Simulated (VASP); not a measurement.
# Pd (Fm-3m) in VASP: elastic constants with LDA

Aim: the elastic constants of Pd with LDA.

All numbers are computed with VASP 6.6.1; they aren't measurements. Logs are shortened: lines on timing, memory, paths and dates and some standing lists are left out, and cuts for length are marked.

### 1 The structure

The structure is cubic, space group Fm-3m (No. 225). Conventional cell: a = 3.917 Å, b = 3.917 Å, c = 3.917 Å, α = 90.00°, β = 90.00°, γ = 90.00°. Around Pd (site symmetry m-3m) lie 12 Pd at 2.77 Å.

### 2 Elastic constants, LDA

Contents of POSCAR:

```
Pd
1.0
    0.0000000000      1.9586507900      1.9586507900
    1.9586507900      0.0000000000      1.9586507900
    1.9586507900      1.9586507900      0.0000000000
Pd
1
Direct
    0.0000000000      0.0000000000      0.0000000000
```

Contents of INCAR.step1:

```
ALGO     = Normal         # electronic algorithm
EDIFF    = 1E-8           # SCF threshold, eV
EDIFFG   = -0.002         # ionic threshold
ENCUT    = 600            # plane-wave cutoff, eV
GGA      = CA             # functional
IBRION   = 2              # ionic algorithm
ISIF     = 3              # what is computed and relaxed
ISMEAR   = 0              # smearing method
LASPH    = T              # aspherical terms in the spheres
LCHARG   = F              # write CHGCAR
LREAL    = F              # projectors in reciprocal space
LWAVE    = F              # write WAVECAR
NELM     = 60             # most SCF steps
NSW      = 40             # ionic steps
PREC     = Accurate       # precision mode
SIGMA    = 0.1            # smearing width, eV
```

Contents of INCAR.step2:

```
ALGO     = Normal         # electronic algorithm
EDIFF    = 1E-8           # SCF threshold, eV
ENCUT    = 600            # plane-wave cutoff, eV
GGA      = CA             # functional
IBRION   = 6              # ionic algorithm
ISIF     = 3              # what is computed and relaxed
ISMEAR   = 0              # smearing method
LASPH    = T              # aspherical terms in the spheres
LCHARG   = F              # write CHGCAR
LREAL    = F              # projectors in reciprocal space
LWAVE    = F              # write WAVECAR
NELM     = 60             # most SCF steps
NFREE    = 2            
NSW      = 1              # ionic steps
POTIM    = 0.015          # step
PREC     = Accurate       # precision mode
SIGMA    = 0.1            # smearing width, eV
```

Contents of KPOINTS:

```
k-points
0
Gamma
  24 24 24
```

Potentials or basis: VASP PAW LDA potentials, release 64 (Pd).

Started as:

```sh
$ cat potpaw_LDA.64/Pd/POTCAR > POTCAR
$ cp INCAR.step1 INCAR
$ mpirun -np 1 vasp_std > vasp.out
$ cp CONTCAR POSCAR
$ cp INCAR.step2 INCAR
$ mpirun -np 1 vasp_std > vasp.out
```

OUTCAR:

```text
EDIFF = 1E-8
   ENCUT = 600
   GGA = CA
   IBRION = 6
   ISIF = 3
   ISMEAR = 0
   LASPH = T
   LREAL = F
   NELM = 60
   NFREE = 2
   NSW = 1
   POTIM = 0.015
   PREC = Accurate

 ion  position               nearest neighbor table
   1  0.000  0.000  0.000-

  LATTYP: Found a face centered cubic cell.
 ALAT       =     3.8409340259

  Lattice vectors:

 A1 = (   0.0000000000,   1.9204670130,   1.9204670130)
 A2 = (   1.9204670130,   0.0000000000,   1.9204670130)
 A3 = (   1.9204670130,   1.9204670130,   0.0000000000)

Analysis of symmetry for initial positions (statically):
=====================================================================
 Subroutine PRICEL returns:
 Original cell was already a primitive cell.

 Routine SETGRP: Setting up the symmetry group for a
 face centered cubic supercell.

 Subroutine GETGRP returns: Found 48 space group operations
 (whereof 48 operations were pure point group operations)
 out of a pool of 48 trial point group operations.

The static configuration has the point symmetry O_h .

Analysis of symmetry for dynamics (positions and initial velocities):
=====================================================================
 Subroutine PRICEL returns:
 Original cell was already a primitive cell.

 Routine SETGRP: Setting up the symmetry group for a
 face centered cubic supercell.

 Subroutine GETGRP returns: Found 48 space group operations
 (whereof 48 operations were pure point group operations)
 out of a pool of 48 trial point group operations.

The dynamic configuration has the point symmetry O_h .

 Subroutine INISYM returns: Found 48 space group operations
 (whereof 48 operations are pure point group operations),
 and found     1 'primitive' translations

----------------------------------------------------------------------------------------

                                     Primitive cell

  volume of cell :      14.1661

  direct lattice vectors                    reciprocal lattice vectors
     0.000000000  1.920467013  1.920467013    -0.260353339  0.260353339  0.260353339
     1.920467013  0.000000000  1.920467013     0.260353339 -0.260353339  0.260353339
     1.920467013  1.920467013  0.000000000     0.260353339  0.260353339 -0.260353339

  length of vectors
     2.715950496  2.715950496  2.715950496     0.450945212  0.450945212  0.450945212

  position of ions in fractional coordinates (direct lattice)
     0.000000000  0.000000000  0.000000000

  ion indices of the primitive-cell ions
   primitive index   ion index
                 1           1

----------------------------------------------------------------------------------------

 KPOINTS: k-points

Automatic generation of k-mesh.
 Grid dimensions read from file:
 generate k-points for:   24   24   24

 Generating k-lattice:

  Cartesian coordinates                     Fractional coordinates (reciprocal lattice)
    -0.010848056  0.010848056  0.010848056     0.041666667  0.000000000  0.000000000
     0.010848056 -0.010848056  0.010848056     0.000000000  0.041666667  0.000000000
     0.010848056  0.010848056 -0.010848056     0.000000000  0.000000000  0.041666667

  Length of vectors
     0.018789384  0.018789384  0.018789384

  Shift w.r.t. Gamma in fractional coordinates (k-lattice)
     0.000000000  0.000000000  0.000000000

 Subroutine IBZKPT returns following result:
 ===========================================

 Found    413 irreducible k-points:

 Following reciprocal coordinates:
            Coordinates               Weight
  0.000000  0.000000  0.000000      1.000000
  0.041667  0.000000  0.000000      8.000000
  0.083333  0.000000  0.000000      8.000000
  0.125000  0.000000  0.000000      8.000000
  0.166667  0.000000  0.000000      8.000000
[... 65 lines left out ...]
   AEXX    =    0.0000 exact exchange contribution
   IVDW    =     0    specifies the selected vdW correction
   LEPSILON=     F    determine dielectric tensor
   LRPA    =     F    only Hartree local field effects (RPA)
 finite differences with symmetry
 non-spin polarized calculation
 Gauss-broadening in eV      SIGMA  =   0.10
  energy-cutoff  :      600.00
  volume of cell :       14.17
 maximum number of plane-waves:       495
 NGX is ok and might be reduce to    24
   NGX = 11   NGY = 11   NGZ = 11

--------------------------------------- Ionic step        1  -------------------------------------------

 number of electron      10.0000002 magnetization

 Free energy of the ion-electron system (eV)
  ---------------------------------------------------
  ext. energy  EPLUGINS =         0.00000000
  ---------------------------------------------------
  free energy    TOTEN  =        -6.50075886 eV

  energy without entropy =       -6.48971644  energy(sigma->0) =       -6.49523765

------------------------ aborting loop because EDIFF is reached ----------------------------------------

  FORCE on cell =-STRESS in cart. coord.  units (eV):
  Direction    XX          YY          ZZ          XY          YZ          ZX
  --------------------------------------------------------------------------------------
  -------------------------------------------------------------------------------------
  Total       -0.0031262     -0.0031262     -0.0031262      0.0000000      0.0000000     -0.0000000
  in kB       -0.3535763     -0.3535763     -0.3535763      0.0000000      0.0000000     -0.0000000
  external PRESSURE =      -0.3535763 kB  Pullay stress =       0.0000000 kB
[... 86 lines left out ...]
  FREE ENERGIE OF THE ION-ELECTRON SYSTEM (eV)
  ---------------------------------------------------
  free  energy   TOTEN  =        -6.4980168870 eV

  energy  without entropy=       -6.4872272811  energy(sigma->0) =       -6.49262208

[... ionic steps 4 to 12 ...]

--------------------------------------- Ionic step       13  -------------------------------------------

 number of electron      10.0000001 magnetization

------------------------ aborting loop because EDIFF is reached ----------------------------------------
[... 65 lines left out ...]
--------------------------------------- Ionic step       15  -------------------------------------------

 number of electron      10.0000001 magnetization

 Free energy of the ion-electron system (eV)
  ---------------------------------------------------
  ext. energy  EPLUGINS =         0.00000000
  ---------------------------------------------------
  free energy    TOTEN  =        -6.50075870 eV

  energy without entropy =       -6.48971629  energy(sigma->0) =       -6.49523750

 E-fermi :  10.3129     XC(G=0): -13.7649

 val. band max:       10.3107479975   @ k =   0.4583   0.1250   0.0000
 cond. band min:      10.3178044534   @ k =   0.5000   0.1250   0.0000
 fundamental gap:      0.0070564559
 Fermi energy:        10.3128570513

 k-point     1 :       0.0000    0.0000    0.0000
  band No.  band energies     occupation
      1       2.7444      2.00000
      2       7.2410      2.00000
      3       7.2410      2.00000
      4       7.2410      2.00000
      5       8.9991      2.00000
      6       8.9991      2.00000
      7      27.4382      0.00000
      8      32.3911      0.00000
      9      32.3911      0.00000
[... 265 lines left out ...]
 k-point    24 :       0.4583    0.0417    0.0000
  band No.  band energies     occupation
      1       4.6882      2.00000
      2       7.1822      2.00000
      3       7.2708      2.00000
      4       9.6668      2.00000
      5      10.2612      1.53490
      6      11.1667      0.00000
      7      18.5458      0.00000
      8      26.9971      0.00000
      9      31.4802      0.00000

 [... further k-points ...]

------------------------ aborting loop because EDIFF is reached ----------------------------------------

  FORCE on cell =-STRESS in cart. coord.  units (eV):
  Direction    XX          YY          ZZ          XY          YZ          ZX
  --------------------------------------------------------------------------------------
  -------------------------------------------------------------------------------------
  Total       -0.0031146     -0.0031146     -0.0031146      0.0000000     -0.0000000      0.0000000
  in kB       -0.3522643     -0.3522643     -0.3522643      0.0000000     -0.0000000      0.0000000
  external PRESSURE =      -0.3522643 kB  Pullay stress =       0.0000000 kB
[... 16 lines left out ...]
  FREE ENERGIE OF THE ION-ELECTRON SYSTEM (eV)
  ---------------------------------------------------
  free  energy   TOTEN  =        -6.5007587025 eV

  energy  without entropy=       -6.4897162910  energy(sigma->0) =       -6.49523750

 INTERNAL STRAIN TENSORS FROM STRAINED CELLS
 ============================================

 INTERNAL STRAIN TENSOR FOR ION    1 for displacements in x,y,z  (eV/Angst):
          X           Y           Z          XY          YZ          ZX
  --------------------------------------------------------------------------------
  x     0.00000     0.00000     0.00000     0.00000     0.00000     0.00000
  y     0.00000    -0.00000     0.00000     0.00000    -0.00000     0.00000
  z    -0.00000    -0.00000     0.00000    -0.00000    -0.00000     0.00000

 INTERNAL STRAIN TENSORS FROM DISPLACED ATOMS
 ============================================

 INTERNAL STRAIN TENSOR FOR ION    1 for displacements in x,y,z  (eV/Angst):
          X           Y           Z          XY          YZ          ZX
  --------------------------------------------------------------------------------
  x     0.00000     0.00000     0.00000     0.00000     0.00000     0.00000
  y     0.00000     0.00000     0.00000     0.00000     0.00000     0.00000
  z     0.00000     0.00000     0.00000     0.00000     0.00000     0.00000

 Eigenvectors and eigenvalues of the dynamical matrix
 ----------------------------------------------------

   1 f/i=    0.000000 THz     0.000000 2PiTHz    0.000000 cm-1     0.000000 meV
             X         Y         Z           dx          dy          dz
      0.000000  0.000000  0.000000     1.000000    0.000000    0.000000

   2 f/i=    0.000000 THz     0.000000 2PiTHz    0.000000 cm-1     0.000000 meV
             X         Y         Z           dx          dy          dz
      0.000000  0.000000  0.000000     0.000000    1.000000    0.000000

   3 f/i=    0.000000 THz     0.000000 2PiTHz    0.000000 cm-1     0.000000 meV
             X         Y         Z           dx          dy          dz
      0.000000  0.000000  0.000000     0.000000    0.000000    1.000000

--------------------------------------------------------------------------------------------------------

 ELASTIC MODULI CONTR FROM IONIC RELAXATION (kBar)
 Direction    XX          YY          ZZ          XY          YZ          ZX
 --------------------------------------------------------------------------------
 XX           0.0000      0.0000      0.0000      0.0000      0.0000      0.0000
 YY           0.0000      0.0000      0.0000      0.0000      0.0000      0.0000
 ZZ           0.0000      0.0000      0.0000      0.0000      0.0000      0.0000
 XY           0.0000      0.0000      0.0000      0.0000      0.0000      0.0000
 YZ           0.0000      0.0000      0.0000      0.0000      0.0000      0.0000
 ZX           0.0000      0.0000      0.0000      0.0000      0.0000      0.0000
 --------------------------------------------------------------------------------

 TOTAL ELASTIC MODULI (kBar)
 Direction    XX          YY          ZZ          XY          YZ          ZX
 --------------------------------------------------------------------------------
 XX        2719.2751   2052.8003   2052.8003     -0.0000      0.0000      0.0000
 YY        2052.8003   2719.2751   2052.8003     -0.0000      0.0000     -0.0000
 ZZ        2052.8003   2052.8003   2719.2751      0.0000     -0.0000     -0.0000
 XY          -0.0000     -0.0000      0.0000    822.1042      0.0000     -0.0000
 YZ           0.0000      0.0000     -0.0000      0.0000    822.1042      0.0000
 ZX           0.0000     -0.0000     -0.0000     -0.0000      0.0000    822.1042
 --------------------------------------------------------------------------------
```

Wall time 24 min (1 thread of Intel Xeon Platinum 8488C (Sapphire Rapids), shared host); peak memory 1.1 GiB.

Results:

| Quantity | Value |
| --- | --- |
| Relaxed volume | 14.17 Å³/atom |
| Relaxed cell | a = 2.716 Å, b = 2.716 Å, c = 2.716 Å, α = 60.00°, β = 60.00°, γ = 60.00° |
| Space group after relaxing (to 0.05 Å) | Fm-3m (No. 225) |
| Elastic constants C11, C12, C44 | 272, 205, 82 GPa |
| Voigt bulk modulus | 227 GPa |

Step by step:
| step | energy change (eV) | largest force (eV/Å) | pressure (GPa) | volume (Å³) |
| --- | --- | --- | --- | --- |
| 1 | 0.0000 | 0.0000 | -11.44 | 15.03 |
| 2 | 0.0807 | 0.0000 | 29.87 | 12.81 |
| 3 | -0.0328 | 0.0000 | -0.40 | 14.19 |
| 4 | -0.0328 | 0.0000 | -0.08 | 14.17 |
| 5 | -0.0328 | 0.0000 | 0.20 | 14.15 |
| 6 | -0.0328 | 0.0000 | -0.30 | 14.18 |
| 7 | -0.0328 | 0.0000 | -0.01 | 14.17 |

Final structure:
```xyz
1
Lattice="0.0000 1.9205 1.9205 1.9205 0.0000 1.9205 1.9205 1.9205 0.0000" Properties=species:S:1:pos:R:3 pbc="T T T"
Pd    0.0000    0.0000    0.0000
```

Elastic tensor in Voigt notation (GPa, in the Cartesian axes of the cell as first typed):
```
272 205 205   0   0   0
205 272 205   0   0   0
205 205 272   0   0   0
  0   0   0  82   0   0
  0   0   0   0  82   0
  0   0   0   0   0  82
```

Clamped-ion elastic tensor (GPa):
```
272 205 205   0   0   0
205 272 205   0   0   0
205 205 272   0   0   0
  0   0   0  82   0   0
  0   0   0   0  82   0
  0   0   0   0   0  82
```
